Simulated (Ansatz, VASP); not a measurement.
**One calculation of WSe2, two programs**

```
CELL_PARAMETERS angstrom
3.29000 0.00000 0.00000
-1.64500 2.84922 0.00000
0.00000 0.00000 12.97000
ATOMIC_POSITIONS crystal
W 0.33333 0.66667 0.25000
W 0.66667 0.33333 0.75000
Se 0.33333 0.66667 0.62100
Se 0.66667 0.33333 0.12100
Se 0.33333 0.66667 0.87900
Se 0.66667 0.33333 0.37900
```

Alike in both runs: task single point; functional r2SCAN; dispersion D3(BJ); k mesh 6 × 6 × 2; occupations gaussian, width 0.1 eV; no spin polarisation.

```csv
,VASP,Ansatz
version,VASP 6.6.1,Ansatz 0.2.0
potentials or method,"VASP PAW PBE potentials, release 64 (W_sv, Se)","scalar-relativistic, plane waves, PAW"
plane-wave cutoff (eV),520,500
valence electrons in the cell,52,92
```

|  | VASP | Ansatz | Ansatz less VASP |
| --- | --- | --- | --- |
| gap on the k mesh at the Fermi level (eV) | 1.09 | 1.10 | +0.004 |
| least direct gap on the mesh (eV) | 1.64 | 1.64 | +0.002 |
| pressure (GPa) | 0.2 | -0.1 | -0.34 |
| largest component of the traceless stress (GPa) | 0.55 | 0.59 | +0.041 |
| rms of the force components (eV/Å) | 0.049 | 0.071 | +0.0214 |

Atom by atom the forces differ by 0.021 eV/Å (rms over components). The two sets of potentials don't hold the same shells in valence. Ansatz warned: «dispersion_damping_borrowed».

Caveats: the PAW data sets were made with another functional, which shifts forces and pressure a little (VASP); spin-orbit coupling is left out, which moves the levels of the heavy elements. A k mesh can miss the band edges. r2SCAN opens gaps a little over a GGA but as a rule still falls short of measured ones.
